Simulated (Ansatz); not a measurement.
# Si2W under changes of volume

One of the cells (13.479 Å³/atom); the others are scaled copies at fixed shape and fractional positions:

```
W Si
1.0
    -1.60690    1.60690    3.91495
     1.60690   -1.60690    3.91495
     1.60690    1.60690   -3.91495
W Si
1 2
Cartesian
  0.0000 0.0000 0.0000
  0.0000 0.0000 5.2092
  0.0000 0.0000 2.6207
```

```yaml
Program: Ansatz 0.2.0
Functional: LDA
Potentials_or_basis: all-electron LAPW, scalar-relativistic
Cutoff: 218 eV (chosen from the basis error)
Basis_error_allowed: 0.002 eV/atom
k_mesh: 12 × 12 × 12
Occupations: fermi-dirac, width 0.05 eV
Spin: no spin polarisation
```

| volume (Å³/atom) | energy over the lowest point (meV/atom) | pressure (GPa) | largest force (eV/Å) |
| --- | --- | --- | --- |
| 12.670 | 13.26 | 9.5 | 0.116 |
| 12.939 | 2.10 | 3.9 | 0.056 |
| 13.209 | 0.00 | -1.2 | 0.001 |
| 13.479 | 6.00 | -5.8 | 0.054 |
| 13.748 | 19.27 | -9.9 | 0.103 |
| 14.018 | 39.04 | -13.5 | 0.150 |
| 14.287 | ? | ? | ? |

Question: What does the run at 14.287 Å³/atom give?

Answer: Energy over the lowest point 64.63 meV/atom; pressure -16.8 GPa; largest force 0.195 eV/Å.

Worked out: A Birch-Murnaghan fit of order 3 (a polynomial in V^(-2/3)) to the other rows has its minimum at 13.14 Å³/atom with B0 = V·E''(V) = 242 GPa and B' = 4.5 at fixed shape and positions, which overstates the stiffness. It gives 64.54 meV/atom at 14.287 Å³/atom, against the run's 64.63, and -dE/dV = -16.8 GPa, against -16.8.

Energies are extrapolated to zero smearing.
